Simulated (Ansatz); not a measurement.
The system is ScAl3.

```
CELL_PARAMETERS angstrom
4.08781 0.00000 0.00000
0.00000 4.08781 0.00000
0.00000 0.00000 4.08781
ATOMIC_POSITIONS crystal
Sc 0.00000 0.00000 0.00000
Al 0.50000 0.50000 0.00000
Al 0.00000 0.50000 0.50000
Al 0.50000 0.00000 0.50000
```

The cell is a database's computed one.

A run of Ansatz 0.2.0 on this cell left the log below. Logs are shortened: lines on timing, memory, paths and dates and some standing lists are left out, and cuts for length are marked.

```text
Warning: RAYON_NUM_THREADS=2 ignored (pool sized by the plan → 2); use --threads N
Engine: ansatz 0.2.0, x86_64-unknown-linux-gnu
Pseudopotentials: kind: paw
Pseudopotential: Sc, paw, valence charge 11, recommended cutoff 420 eV (normal), Sc.paw.azcp
Pseudopotential: Al, paw, valence charge 3, recommended cutoff 420 eV (normal), Al.paw.azcp
Functional definition: SPW92
  exchange = slater_x
  correlation = pw_c
Crystal: 4 atoms, lattice volume = 68.308 Å³
Basis set: ecut = 420 eV, 1357 PW (Γ)
Bands: 14, of which v1, the nominal top of the filled ones, is band 10 counted from 1 (9 counted from 0)
Symmetry: 48 space group operations
Space group: Pm-3m (ITA 221), of the structure as read, at distance tolerance 4.1e-5 Å
k-points: 10 of 125
Non-local potential: Sc, projectors of the file, l = 0: 3, l = 1: 2, l = 2: 3, l = 3: 1
Non-local potential: Al, projectors of the file, l = 0: 2, l = 1: 2, l = 2: 1
PAW form: soft (Blöchl's): semilocal exchange-correlation on the pseudo side does not see the compensation charge
PAW frozen core: Sc, regenerated for the run's functional, and the local potential with it (the file was generated under x = pbe(κ = 0.804, μ = 0.2195149727645171), c = pbe(β = 0.06672455060314922))
PAW frozen core: Al, regenerated for the run's functional, and the local potential with it (the file was generated under x = pbe(κ = 0.804, μ = 0.2195149727645171), c = pbe(β = 0.06672455060314922))
PAW one-centre angular grid: Sc, 590 points (default); XC on 64 Gauss nodes
PAW one-centre angular grid: Al, 110 points (default); XC on 64 Gauss nodes
Initial density: superposition of atomic densities (neutral atoms: chi_scale 0, normalization atom), corrected by the library's trained network
Initial wavefunctions: pseudopotential atomic-orbital guess
Functional: x = slater, c = lda
[... 74 lines left out ...]
  E_aug_tail   = -0.000003  (compensation charges beyond the density's cutoff)
  E_ewald      = -998.151633
  E_core_change = 0.472072  (= ΣΔE_core)
  E_smearing   = -0.014680  (= −TS)
  E_closure    = 0.000000  (closes the sum)
  Σ components = -3629.625498   (vs F -3629.625498, Δ=0.00e0)
--- Forces (eV/Å), atoms counted from 1 ---
  atom   1  Sc    -0.00000000     0.00000000     0.00000000
  atom   2  Al     0.00000000    -0.00000000     0.00000000
  atom   3  Al     0.00000000    -0.00000000    -0.00000000
  atom   4  Al     0.00000000    -0.00000000     0.00000000
  max |Σ_I F_I| component: 8.55e-31 eV/Å
--- Stress (GPa, compression-positive) ---
       -3.772523      -0.000000       0.000000
       -0.000000      -3.772523       0.000000
        0.000000       0.000000      -3.772523
  P = ⅓ Tr σ = -3.7725 GPa (-37.725 kbar)
--- Band table (eV; the first three rows and the last of 10) ---
  k-point 0: bands = ["-39.4980", "-18.4830", "-18.4830", "-18.4830", "-0.9632", "6.3653", "6.3653", "7.2480", "7.2480", "7.2480", "10.2630", "10.2630", "10.2630", "10.3188"]
  k-point 1: bands = ["-39.4976", "-18.4946", "-18.4821", "-18.4821", "-0.5979", "4.4860", "6.6500", "7.2774", "7.2774", "8.3619", "10.1172", "10.1172", "10.3671", "11.4767"]
  k-point 2: bands = ["-39.4968", "-18.5133", "-18.4807", "-18.4807", "0.4336", "2.3415", "7.3083", "7.3083", "7.3389", "9.8133", "10.0347", "10.0347", "10.1103", "10.5525"]
  k-point 9: bands = ["-39.4945", "-18.5057", "-18.5051", "-18.5051", "2.8277", "4.2455", "4.2455", "5.2569", "6.4230", "6.4230", "6.7668", "10.6936", "11.5355", "11.5355"]
--- Elastic constants: 2 strain directions × 2 members + reference (group order 48) ---
  dense FFT box of the reference and of every strained cell: 30×30×30
  strains applied: 11, 23; error gains: componentwise 1.00 (the most a stress slope's error grows in a printed constant), spectral 1.73 (1 for all six strains in a standard setting)
  C = ∂σ_k/∂η_j (tension-positive GPa; Voigt order 11 22 33 23 13 12):
       157.943     42.894     42.894     -0.000     -0.000     -0.000
        42.894    157.943     42.894     -0.000     -0.000     -0.000
        42.894     42.894    157.943     -0.000     -0.000     -0.000
        -0.000     -0.000     -0.000     73.501      0.000      0.000
        -0.000     -0.000      0.000      0.000     73.501      0.000
        -0.000     -0.000      0.000      0.000      0.000     73.501
  reference stress σ⁰ (GPa):      3.773      3.773      3.773     -0.000     -0.000      0.000
  C* (energy form; C + prestress term) asymmetry max|C*_kj − C*_jk| = 1.421e-14 GPa — a small one proves nothing (zero by symmetry where the batch's group is 432, −43m or m−3m); a large one is finite-difference/SCF noise where every solve meets its electron count
  moduli (Voigt/Reuss/Hill, GPa): K = 81.24/81.24/81.24   G = 67.11/66.15/66.63   E = 156.98   ν = 0.178
  mechanically stable: yes (min eigenvalue of sym C = 73.50 GPa)
  strain η (Voigt 11):  stress-route row diagonal C_11 = 157.94 GPa, energy-path curvature d²(F+E_count+ΔE)/dδ²/Ω₀ = 157.73 GPa
         δ    σ_11 (GPa)             F (eV)   n_scf  n_hpsi   n_pw
    -2.000e-3       3.4554       -3629.6285505       8    4783   1357   relax 0 steps, max|allowed force component| 4.44e-31 eV/Å
     2.000e-3       4.0872       -3629.6221235       5    3982   1357   relax 0 steps, max|allowed force component| 1.38e-30 eV/Å
  strain η (Voigt 23):  stress-route row diagonal C_44 = 73.50 GPa, energy-path curvature d²(F+E_count+ΔE)/dδ²/Ω₀ = 71.69 GPa
         δ    σ_23 (GPa)             F (eV)   n_scf  n_hpsi   n_pw
    -2.000e-3      -0.1470       -3629.6254045       7    6954   1357   relax 0 steps, max|allowed force component| 3.24e-31 eV/Å
     2.000e-3       0.1470       -3629.6254045       5    5699   1357   relax 0 steps, max|allowed force component| 6.41e-31 eV/Å
```

**Question.** What input gives this log?

**Answer.** Elastic constants with LDA, no spin polarisation. The files as run (others can give the same):

input.yaml
```yaml
crystal:
  lattice:
    - [4.08780657, 0.0, 0.0]
    - [0.0, 4.08780657, 0.0]
    - [0.0, 0.0, 4.08780657]
  atoms:
    - { symbol: Sc, position: [0.0, 0.0, 0.0] }
    - { symbol: Al, position: [0.5, 0.5, 0.0] }
    - { symbol: Al, position: [0.0, 0.5, 0.5] }
    - { symbol: Al, position: [0.5, 0.0, 0.5] }
hamiltonian:
  xc: lda
  pseudopotentials: { kind: paw }
kpoints:
  mp_grid: { grid: [5, 5, 5] }
scf:
  occupations: { method: fermi_dirac, width: 0.05 }
output:
  forces: true
  stress: true
elastic:
  mode: relaxed_ion
  stencil: two_point
```

Potentials or basis: Ansatz PAW.
The run is started by
```sh
$ ansatz run input.yaml --threads 2 --pin off --max-ram 5632MiB --backend cpu --events-out ev --progress --plain --runs-dir out
```

Caveat: the cell is more than 3 GPa from zero pressure, which shifts response properties; elastic constants of metals need much finer meshes, so these are rough; the PAW data sets come from PBE, with cores solved anew for the run's functional, which leaves a small shift of forces and pressure.
